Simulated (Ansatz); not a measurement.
The system is MgO2.

```xyz
3
Lattice="1.6048 0.9265 3.4940 -1.6048 0.9265 3.4940 0.0000 -1.8530 3.4940" Properties=species:S:1:pos:R:3 pbc="T T T"
Mg    0.0000    0.0000    0.0000
O     0.0000    0.0000    5.9874
O     0.0000    0.0000    4.4945
```

The cell comes from a database or a generator and needn't be the stable form of this composition.

Base run:

* Program: Ansatz 0.2.0
* Functional: LDA
* Potentials or basis: Ansatz PAW
* Cutoff: 420 eV (not typed: the program's choice for these potentials)
* k mesh: 6 × 6 × 6
* Occupations: fermi-dirac, width 0.05 eV
* Spin: no spin polarisation

Its results: band gap on the k mesh 2.19 eV, direct; pressure -10.1 GPa; largest force 0.450 eV/Å.

Task: The run is repeated on the same cell with these changes: functional from LDA to r2SCAN0; cutoff from 420 eV (not typed: the program's choice for these potentials) to 500 eV (not typed: the program's choice for these potentials). What comes out?

Result: Band gap on the k mesh 5.71 eV, direct; pressure -9.6 GPa; largest force 1.028 eV/Å.

r2SCAN0 gives the wider gap, since exact exchange removes part of the self-interaction.

Caveats: the PAW data sets come from PBE, with cores solved anew for the run's functional, which leaves a small shift of forces and pressure; forces of over 1 eV/Å show positions far from the minimum, so gaps and moduli don't describe the material at rest (some runs); the thresholds are loose for stress (some runs).

A k mesh can miss the band edges.
